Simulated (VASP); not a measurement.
**CdSe: single point with PBE**

The system is CdSe.

```
Cd Se
1.0
     0.00000    3.07027    3.07027
     3.07027    0.00000    3.07027
     3.07027    3.07027    0.00000
Cd Se
1 1
Direct
  0.00000 0.00000 0.00000
  0.25000 0.25000 0.25000
```

Measurements of this composition are mostly on another form, of space group No. 186.

```
Program             : VASP 6.6.1
Task                : single point
Functional          : PBE
Potentials or basis : VASP PAW PBE potentials, release 64 (Cd_GW, Se_GW)
Cutoff              : 500 eV
k mesh              : 5 × 5 × 5
Occupations         : gaussian, width 0.02 eV
Spin                : no spin polarisation
```

* Pressure: 1.3 GPa
* Band gap on the k mesh: 0.54 eV, direct

Levels at points of the mesh, in eV from the valence-band top:
| k point | band 5 | band 6 | band 7 | band 8 | band 9 | band 10 | band 11 | band 12 | band 13 |
| --- | --- | --- | --- | --- | --- | --- | --- | --- | --- |
| (0.00, 0.00, 0.00) | -7.51 | -7.51 | 0.00 | 0.00 | 0.00 | 0.54 | 5.93 | 5.93 | 5.93 |

It took 15 s on 1 thread of Intel(R) Xeon(R) Platinum 8259CL CPU @ 2.50GHz (Skylake/Cascade Lake), on a shared host, peak memory 0.18 GiB.

A hybrid or GW would open this gap; PBE tends to underestimate it.
